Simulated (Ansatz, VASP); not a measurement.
Two plane-wave programs on TiC

```
Ti C
1.0
     0.00000    2.16572    2.16572
     2.16572    0.00000    2.16572
     2.16572    2.16572    0.00000
Ti C
1 1
Direct
  0.00000 0.00000 0.00000
  0.50000 0.50000 0.50000
```

The cell is a database's computed one.

Alike in both runs: task relaxation of cell and atoms; functional revPBE; dispersion D3(BJ); k mesh 11 × 11 × 11; occupations tetrahedron; no spin polarisation.

|  | VASP | Ansatz |
| --- | --- | --- |
| version | VASP 6.6.1 | Ansatz 0.2.0 |
| potentials or method | VASP PAW PBE potentials, release 64 (Ti_pv, C) | Ansatz PAW |
| plane-wave cutoff (eV) | 600 | 420 |
| valence electrons in the cell | 14 | 16 |

Ansatz gave:

| Item | Value |
| --- | --- |
| gap on the k mesh at the Fermi level, each at its own relaxed structure (eV) | none |
| relaxed volume (Å³/atom) | 9.73 |
| relaxed cell length with the largest relative difference (Å) | 3.020 |
| energy change over the relaxation (meV/atom) | -14 |

**Question.** Which values does VASP return?

**Answer.** gap on the k mesh at the Fermi level, each at its own relaxed structure (eV): none; relaxed volume (Å³/atom): 9.76; relaxed cell length with the largest relative difference (Å): 3.022; energy change over the relaxation (meV/atom): -13.

A gap of «none» marks a metal or a gap that the smearing closes. The two sets of potentials don't hold the same shells in valence.

Caveats: pairwise dispersion overbinds metals, which lowers pressure and volume; the PAW data sets were made with another functional, which shifts forces and pressure a little (VASP); tetrahedron occupations give inexact forces and stress in metals (VASP); the plane-wave basis is chosen anew once the cell has moved, so the energies of steps on either side of that aren't comparable (Ansatz); the PAW data sets come from PBE, with cores solved anew for the run's functional, which leaves a small shift of forces and pressure (Ansatz); with tetrahedron occupations forces and stress needn't match the slope of the energy (Ansatz).
